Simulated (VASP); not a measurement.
# Mn3Si (Fm-3m) in VASP: relaxation of cell and atoms with PBEsol

Aim: the relaxation of cell and atoms of Mn3Si with PBEsol.

All numbers are computed with VASP 6.6.1; they aren't measurements. Logs are shortened: lines on timing, memory, paths and dates and some standing lists are left out, and cuts for length are marked.

### 1 Starting point

Symmetry: Fm-3m, No. 225, cubic system. Conventional cell: a = 5.722 Å, b = 5.722 Å, c = 5.722 Å, α = 90.00°, β = 90.00°, γ = 90.00°. Around Mn (site symmetry -43m) lie 4 Mn at 2.48 Å and 4 Si at 2.48 Å. Mn (site symmetry m-3m) is surrounded by 8 Mn at 2.48 Å. Si (site symmetry m-3m) is surrounded by 8 Mn at 2.48 Å.

### 2 Relaxation of cell and atoms, PBEsol, collinear spin, ferromagnetic start

Input file INCAR:

```
ALGO = Normal ; EDIFF = 1E-6
EDIFFG = -0.01 ; ENCUT = 600
GGA = PS ; IBRION = 2
ISIF = 3 ; ISMEAR = -1
ISPIN = 2 ; KPAR = 2
LASPH = T ; LCHARG = F
LMAXMIX = 4 ; LORBIT = 11
LREAL = F ; LWAVE = F
MAGMOM = 4 4 4 0 ; NELM = 150
NSW = 60 ; PREC = Accurate
SIGMA = 0.05
```

Input file KPOINTS:

```
k-points
0
Gamma
  8 8 8
```

Input file POSCAR:

```
Mn3Si
1.0
    0.0000000000      2.8610000000      2.8610000000
    2.8610000000      0.0000000000      2.8610000000
    2.8610000000      2.8610000000      0.0000000000
Mn Si
3 1
Direct
    0.7500000000      0.7500000000      0.7500000000
    0.2500000000      0.2500000000      0.2500000000
    0.5000000000      0.5000000000      0.5000000000
    0.0000000000      0.0000000000      0.0000000000
```

Potentials or basis: VASP PAW PBE potentials, release 64 (Mn_pv, Si).

Started as:

```console
$ cat potpaw_PBE.64/Mn_pv/POTCAR potpaw_PBE.64/Si/POTCAR > POTCAR
$ mpirun -np 2 vasp_std > vasp.out
```

OUTCAR:

```text
EDIFF = 1E-6
   EDIFFG = -0.01
   ENCUT = 600
   GGA = PS
   IBRION = 2
   ISIF = 3
   ISMEAR = -1
   ISPIN = 2
   LASPH = T
   LORBIT = 11
   LREAL = F
   NELM = 150
   NSW = 60
   PREC = Accurate

 ion  position               nearest neighbor table
   1  0.750  0.750  0.750-   3 2.48   3 2.48   3 2.48   4 2.48   4 2.48   4 2.48   4 2.48   3 2.48
                             2 2.86   2 2.86   2 2.86   2 2.86   2 2.86   2 2.86
   2  0.250  0.250  0.250-   4 2.48   4 2.48   4 2.48   3 2.48   3 2.48   3 2.48   4 2.48   3 2.48
                             1 2.86   1 2.86   1 2.86   1 2.86   1 2.86   1 2.86
   3  0.500  0.500  0.500-   2 2.48   2 2.48   2 2.48   1 2.48   1 2.48   1 2.48   2 2.48   1 2.48
                             4 2.86   4 2.86   4 2.86   4 2.86   4 2.86   4 2.86
   4  0.000  0.000  0.000-   1 2.48   1 2.48   1 2.48   2 2.48   2 2.48   2 2.48   2 2.48   1 2.48
                             3 2.86   3 2.86   3 2.86   3 2.86   3 2.86   3 2.86

  LATTYP: Found a face centered cubic cell.
 ALAT       =     5.7220000000

  Lattice vectors:

 A1 = (   0.0000000000,   2.8610000000,   2.8610000000)
 A2 = (   2.8610000000,   0.0000000000,   2.8610000000)
 A3 = (   2.8610000000,   2.8610000000,   0.0000000000)

Analysis of symmetry for initial positions (statically):
=====================================================================
 Subroutine PRICEL returns:
 Original cell was already a primitive cell.

 Routine SETGRP: Setting up the symmetry group for a
 face centered cubic supercell.

 Subroutine GETGRP returns: Found 48 space group operations
 (whereof 48 operations were pure point group operations)
 out of a pool of 48 trial point group operations.

The static configuration has the point symmetry O_h .

Analysis of symmetry for dynamics (positions and initial velocities):
=====================================================================
 Subroutine PRICEL returns:
 Original cell was already a primitive cell.

 Routine SETGRP: Setting up the symmetry group for a
 face centered cubic supercell.

 Subroutine GETGRP returns: Found 48 space group operations
 (whereof 48 operations were pure point group operations)
 out of a pool of 48 trial point group operations.

The dynamic configuration has the point symmetry O_h .

Analysis of structural, dynamic, and magnetic symmetry:
=====================================================================
 Subroutine PRICEL returns:
 Original cell was already a primitive cell.

 Routine SETGRP: Setting up the symmetry group for a
 face centered cubic supercell.

 Subroutine GETGRP returns: Found 48 space group operations
 (whereof 48 operations were pure point group operations)
 out of a pool of 48 trial point group operations.

The overall configuration has the point symmetry O_h .

 Subroutine INISYM returns: Found 48 space group operations
 (whereof 48 operations are pure point group operations),
 and found     1 'primitive' translations

----------------------------------------------------------------------------------------

                                     Primitive cell

  volume of cell :      46.8364

  direct lattice vectors                    reciprocal lattice vectors
     0.000000000  2.861000000  2.861000000    -0.174764069  0.174764069  0.174764069
     2.861000000  0.000000000  2.861000000     0.174764069 -0.174764069  0.174764069
     2.861000000  2.861000000  0.000000000     0.174764069  0.174764069 -0.174764069

  length of vectors
     4.046065002  4.046065002  4.046065002     0.302700246  0.302700246  0.302700246

  position of ions in fractional coordinates (direct lattice)
     0.750000000  0.750000000  0.750000000
     0.250000000  0.250000000  0.250000000
     0.500000000  0.500000000  0.500000000
     0.000000000  0.000000000  0.000000000

  ion indices of the primitive-cell ions
   primitive index   ion index
                 1           1
                 2           2
                 3           3
                 4           4

----------------------------------------------------------------------------------------

 KPOINTS: k-points

Automatic generation of k-mesh.
 Grid dimensions read from file:
 generate k-points for:    8    8    8

 Generating k-lattice:

  Cartesian coordinates                     Fractional coordinates (reciprocal lattice)
    -0.021845509  0.021845509  0.021845509     0.125000000  0.000000000  0.000000000
     0.021845509 -0.021845509  0.021845509     0.000000000  0.125000000  0.000000000
     0.021845509  0.021845509 -0.021845509     0.000000000  0.000000000  0.125000000

  Length of vectors
     0.037837531  0.037837531  0.037837531

  Shift w.r.t. Gamma in fractional coordinates (k-lattice)
     0.000000000  0.000000000  0.000000000

 Subroutine IBZKPT returns following result:
 ===========================================

 Found     29 irreducible k-points:

 Following reciprocal coordinates:
            Coordinates               Weight
  0.000000  0.000000  0.000000      1.000000
  0.125000  0.000000  0.000000      8.000000
  0.250000  0.000000  0.000000      8.000000
  0.375000  0.000000  0.000000      8.000000
  0.500000  0.000000  0.000000      4.000000
  0.125000  0.125000  0.000000      6.000000
[... 16 lines left out ...]
  0.500000  0.250000  0.125000     48.000000
 -0.375000  0.250000  0.125000     24.000000
 [... further k-points ...]
   k-points           NKPTS =     29   k-points in BZ     NKDIM =     29   number of bands    NBANDS=     31
   number of dos      NEDOS =    301   number of ions     NIONS =      4
   total plane-waves  NPLWV =  32768
   dimension x,y,z NGX =    32 NGY =   32 NGZ =   32
   dimension x,y,z NGXF=    64 NGYF=   64 NGZF=   64
   ions per type =               3   1
   NGX,Y,Z   is equivalent  to a cutoff of  13.15, 13.15, 13.15 a.u.
   NGXF,Y,Z  is equivalent  to a cutoff of  26.30, 26.30, 26.30 a.u.
 SYSTEM =  unknown system
   PREC   = accura    normal or accurate (medium, high low for compatibility)
   ISTART =      0    job   : 0-new  1-cont  2-samecut
   ICHARG =      2    charge: 1-file 2-atom 10-const
   ISPIN  =      2    spin polarized calculation?
   LNONCOLLINEAR =      F non collinear calculations
   LSORBIT =      F    spin-orbit coupling
   LASPH  =      T    aspherical Exc in radial PAW
   ENCUT  =  600.0 eV  44.10 Ry    6.64 a.u.   8.08  8.08  8.08*2*pi/ulx,y,z
   NELM   =    150;   NELMIN=  2; NELMDL= -5     # of ELM steps
   EDIFF  = 0.1E-05   stopping-criterion for ELM
   LREAL  =      F    real-space projection
   EDIFFG = -.1E-01   stopping-criterion for IOM
   NSW    =     60    number of steps for IOM
   IBRION =      2    ionic relax: 0-MD 1-quasi-New 2-CG
   NFREE  =      1    steps in history (QN), initial steepest desc. (CG)
   ISIF   =      3    stress and relaxation
   ISYM   =      2    0-nonsym 1-usesym 2-fastsym
   POTIM  = 0.5000    time-step for ionic-motion
   TEBEG  =    0.0;   TEEND  =   0.0 temperature during run
   PSTRESS=    0.0 pullay stress
   NELECT =      43.0000    total number of electrons
   NUPDOWN=      -1.0000    fix difference up-down
   EMIN   =  10.00;   EMAX   =-10.00  energy-range for DOS
   EFERMI =   0.00;   METHOD = LEGACY
   ISMEAR =    -1;   SIGMA  =   0.05  broadening in eV -4-tet -1-fermi 0-gaus
   EFERMI_NEDOS =   21; number of points for ismear=-14 and -15
   IALGO  =     38    algorithm
   IMIX   =      4    mixing-type and parameters
     AMIX     =   0.40;   BMIX     =  1.00
     AMIX_MAG =   1.60;   BMIX_MAG =  1.00
  volume/ion in A,a.u.               =      11.71        79.02
  Fermi-wavevector in a.u.,A,eV,Ry     =   1.591121  3.006782 34.445395  2.531665
  Thomas-Fermi vector in A             =   2.689710
   LORBIT       =     11    0 simple, 1 ext, 2 COOP (PROOUT), +10 PAW based schemes
   GGA     = PS    functional components
   LHFCALC =     F    Hartree Fock is set to
   AEXX    =    0.0000 exact exchange contribution
   IVDW    =     0    specifies the selected vdW correction
   LEPSILON=     F    determine dielectric tensor
   LRPA    =     F    only Hartree local field effects (RPA)
 conjugate gradient relaxation of ions
 spin polarized calculation
  energy-cutoff  :      600.00
  volume of cell :       46.84
 maximum number of plane-waves:      1588
   NGX = 17   NGY = 17   NGZ = 17

--------------------------------------- Ionic step        1  -------------------------------------------

 number of electron      43.0000000 magnetization      12.0000000

 number of electron      42.9999997 magnetization       1.0092207

 Free energy of the ion-electron system (eV)
  ---------------------------------------------------
  ext. energy  EPLUGINS =         0.00000000
  ---------------------------------------------------
  free energy    TOTEN  =       -36.18116955 eV

  energy without entropy =      -36.16111077  energy(sigma->0) =      -36.17114016

------------------------ aborting loop because EDIFF is reached ----------------------------------------

  FORCE on cell =-STRESS in cart. coord.  units (eV):
  Direction    XX          YY          ZZ          XY          YZ          ZX
  --------------------------------------------------------------------------------------
  -------------------------------------------------------------------------------------
  Total       -4.5798195     -4.5798195     -4.5798195      0.0000000     -0.0000000      0.0000000
  in kB     -156.6662229   -156.6662229   -156.6662229      0.0000000     -0.0000000      0.0000000
  external PRESSURE =    -156.6662229 kB  Pullay stress =       0.0000000 kB

 VOLUME and BASIS-vectors are now :
 -----------------------------------------------------------------------------
  energy-cutoff  :      600.00
  volume of cell :       46.84
      direct lattice vectors                 reciprocal lattice vectors
     0.000000000  2.861000000  2.861000000    -0.174764069  0.174764069  0.174764069
     2.861000000  0.000000000  2.861000000     0.174764069 -0.174764069  0.174764069
     2.861000000  2.861000000  0.000000000     0.174764069  0.174764069 -0.174764069
[... 39 lines left out ...]
 POSITION                                       TOTAL-FORCE (eV/Angst)
 -----------------------------------------------------------------------------------
      4.05446      4.05446      4.05446        -0.000000     -0.000000      0.000000
      1.35149      1.35149      1.35149         0.000000      0.000000     -0.000000
      2.70297      2.70297      2.70297         0.000000     -0.000000      0.000000
      5.40594      2.70297      2.70297         0.000000     -0.000000      0.000000
 -----------------------------------------------------------------------------------
    total drift:                               -0.000000     -0.000000      0.000000

  FREE ENERGIE OF THE ION-ELECTRON SYSTEM (eV)
  ---------------------------------------------------
  free  energy   TOTEN  =       -36.1288719975 eV

  energy  without entropy=      -36.0884679329  energy(sigma->0) =      -36.10866997

--------------------------------------- Ionic step        3  -------------------------------------------

 number of electron      43.0000020 magnetization       1.0688786

 Free energy of the ion-electron system (eV)
  ---------------------------------------------------
  ext. energy  EPLUGINS =         0.00000000
  ---------------------------------------------------
  free energy    TOTEN  =       -36.37651539 eV

  energy without entropy =      -36.34481076  energy(sigma->0) =      -36.36066307

 E-fermi :  11.2227     XC(G=0): -13.7072

 val. band max:       11.2142858043   @ k =   0.1250   0.0000   0.0000
 cond. band min:      11.2231900222   @ k =  -0.3750   0.3750   0.1250
 fundamental gap:      0.0089042180
 Fermi energy:        11.2227389355

 spin component 1

 k-point     1 :       0.0000    0.0000    0.0000
  band No.  band energies     occupation
      1     -37.8080      1.00000
      2     -37.8080      1.00000
      3     -37.8080      1.00000
      4     -36.1098      1.00000
      5     -36.1098      1.00000
      6     -36.1098      1.00000
[... 805 lines left out ...]
     30      18.3373      0.00000
     31      19.8582      0.00000

 [... further k-points ...]

 spin component 2

 k-point     1 :       0.0000    0.0000    0.0000
  band No.  band energies     occupation
      1     -36.7245      1.00000
      2     -36.7245      1.00000
      3     -36.7245      1.00000
      4     -36.6444      1.00000
      5     -36.6444      1.00000
      6     -36.6444      1.00000
[... 829 lines left out ...]
 POSITION                                       TOTAL-FORCE (eV/Angst)
 -----------------------------------------------------------------------------------
      4.17561      4.17561      4.17561         0.000000      0.000000      0.000000
      1.39187      1.39187      1.39187        -0.000000     -0.000000     -0.000000
      2.78374      2.78374      2.78374        -0.000000     -0.000000     -0.000000
      0.00000      0.00000      0.00000        -0.000000     -0.000000     -0.000000
 -----------------------------------------------------------------------------------
    total drift:                               -0.000000     -0.000000      0.000000

  FREE ENERGIE OF THE ION-ELECTRON SYSTEM (eV)
  ---------------------------------------------------
  free  energy   TOTEN  =       -36.3765153883 eV

  energy  without entropy=      -36.3448107575  energy(sigma->0) =      -36.36066307

 reached required accuracy - stopping structural energy minimisation

 total charge

# of ion       s       p       d       tot
------------------------------------------
    1        0.365   6.406   5.300  12.071
    2        0.365   6.406   5.300  12.071
    3        0.405   6.406   5.143  11.954
    4        0.727   0.938   0.000   1.664
--------------------------------------------------
tot          1.860  20.155  15.744  37.759

 magnetization (x)

# of ion       s       p       d       tot
------------------------------------------
    1       -0.006  -0.014  -0.601  -0.621
    2       -0.006  -0.014  -0.601  -0.621
    3        0.020   0.023   2.204   2.247
    4        0.020   0.016   0.000   0.036
--------------------------------------------------
tot          0.029   0.011   1.001   1.041
```

It took 1.7 min on 2 MPI ranks of Intel Xeon 6975P-C (Granite Rapids), shared host; peak memory 0.25 GiB.

Results:

| Quantity | Value |
| --- | --- |
| Free energy | -36.3765 eV |
| Relaxed volume | 10.79 Å³/atom |
| Relaxed cell | a = 3.937 Å, b = 3.937 Å, c = 3.937 Å, α = 60.00°, β = 60.00°, γ = 60.00° |
| Space group after relaxing (to 0.05 Å) | Fm-3m (No. 225) |
| Energy gained by relaxing | 48.8 meV/atom |
| Ionic steps | 3 |
| Pressure after relaxing | -0.1 GPa |
| Band gap on the k mesh | none (metal or under the smearing width) |
| Net moment | 1.07 μB per cell |
| Site moments | Mn -0.62, +2.25; Si +0.04 μB |
| Valence electrons inside the program's atomic spheres | Mn 12.07, 11.95; Si 1.66 |

The path:
```csv
step,energy change (eV),largest force (eV/Å),pressure (GPa),volume (Å³)
1,0.0000,0.0000,-15.67,46.84
2,0.0523,0.0000,24.36,39.50
3,-0.1953,0.0000,-0.14,43.14
```

Final structure:
```
Mn Si
1.0
     0.00000    2.78374    2.78374
     2.78374    0.00000    2.78374
     2.78374    2.78374    0.00000
Mn Si
3 1
Direct
  0.75000 0.75000 0.75000
  0.25000 0.25000 0.25000
  0.50000 0.50000 0.50000
  0.00000 0.00000 0.00000
```

Caveat: the PAW data sets were made with another functional, which shifts forces and pressure a little.
